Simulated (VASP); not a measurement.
**VASP inputs for GaN (strained rocksalt)**

INCAR

```
SIGMA = 0.02
LASPH = .TRUE.
LREAL = .FALSE.
ENCUT = 520
EDIFF = 1E-7
GGA = PE
NELM = 120
NSW = 0
IBRION = -1
LCHARG = .FALSE.
LWAVE = .FALSE.
ISIF = 2
PREC = Accurate
ISMEAR = -1
NBANDS = 16
```

KPOINTS

```
KPOINTS created by Atomic Simulation Environment
0
Gamma
10 10 10
0 0 0
```

KPOINTS_OPT

```
special points
7
Reciprocal
0.0000000000 0.0000000000 0.0000000000 1
0.5000000000 0.0000000000 0.5000000000 1
0.6250000000 0.2500000000 0.6250000000 1
0.3750000000 0.3750000000 0.7500000000 1
0.5000000000 0.5000000000 0.5000000000 1
0.5000000000 0.2500000000 0.7500000000 1
0.1875000000 0.1875000000 0.3750000000 1
```

POSCAR

```
Ga N
 1.0000000000000000
     0.0171492587000000    2.1256646741999998    2.1256646741999998
     2.1256646741999998    0.0171492587000000    2.1256646741999998
     2.1256646741999998    2.1256646741999998    0.0171492587000000
 Ga  N
   1   1
Cartesian
  0.0000000000000000  0.0000000000000000  0.0000000000000000
  2.1342393035500002  2.1342393035500002  2.1342393035500002
```

VASP ran with the recommended PBE PAW datasets (18 valence electrons in the cell).

Estimate the main results of this run.

gap between bands v and c 0.52 eV; least direct gap 2.62 eV; pressure 6.1 GPa.

Band v is the last that the valence electrons fill when counted band by band, and c is the next. Levels in eV from the top of v:

```tsv
point	v−1	v	c	c+1
Γ	-0.49	-0.49	2.13	14.42
X	-3.13	-2.98	0.52	7.79
K	-5.79	-2.08	3.17	8.88
L	-0.15	-0.15	4.78	9.20
W	-5.34	-4.64	5.03	9.77
```
